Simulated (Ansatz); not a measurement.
**TiTe2 (fluorite): a single-point run**

Wanted: a converged single-point run for TiTe2 (fluorite), and a check of what comes out. The structure is shown as the input types it.

Method: DFT PBE, scalar-relativistic, plane waves, PAW, in Ansatz 0.2.0.

1 further run of the same task is left out (set aside as unsound or not needed). Runs told in other sessions of the task aren't counted.

## (1) The structure to begin with

The structure is cubic, space group Fm-3m (No. 225). The conventional cell has a = 6.886 Å, b = 6.886 Å, c = 6.886 Å, α = 90.00°, β = 90.00°, γ = 90.00°. Ti (site symmetry m-3m) has 8 Te at 2.98 Å in its first shell of neighbours. Around Te (site symmetry -43m) lie 4 Ti at 2.98 Å.

As a file:

```
CELL_PARAMETERS angstrom
0.00000 3.44286 3.44286
3.44286 0.00000 3.44286
3.44286 3.44286 0.00000
ATOMIC_POSITIONS crystal
Ti 0.00000 0.00000 0.00000
Te 0.25000 0.25000 0.25000
Te 0.75000 0.75000 0.75000
```

## (2) The calculation

input.yaml reads:

```yaml
crystal:
  lattice:
    - [0.0, 3.4428591255, 3.4428591255]
    - [3.4428591255, 0.0, 3.4428591255]
    - [3.4428591255, 3.4428591255, 0.0]
  atoms:
    - { symbol: Ti, position: [0.0, 0.0, 0.0] }
    - { symbol: Te, position: [0.25, 0.25, 0.25] }
    - { symbol: Te, position: [0.75, 0.75, 0.75] }
basis:
  ecutwfc: "30 meV"
  ecutrho_ratio: 4
kpoints:
  mp_grid: { grid: [10, 10, 10] }
hamiltonian:
  xc: pbe
scf:
  occupations: { method: gaussian, width: 0.05 }
  max_iter: 60
output:
  forces: true
  stress: true
```

Started as:

```sh
$ ansatz run input.yaml --threads 2 --pin off --max-ram 2662MiB --backend cpu --events-out ev --progress --plain --runs-dir out
```

What happens when this is run?

The run ended at the input check. Its message: «inconsistent input (basis.ecutwfc, kpoints): the smallest per-k basis holds n_pw = 0 plane waves (k-point 1, counted from 0 among those solved) but the deck needs at least 23 band(s) per channel ...»

Look at the input: basis.ecutwfc is 30 meV. The unit is at fault. At this value the smallest basis holds 0 plane waves, fewer than the 23 bands to be solved.

Fix: set basis.ecutwfc to 420.
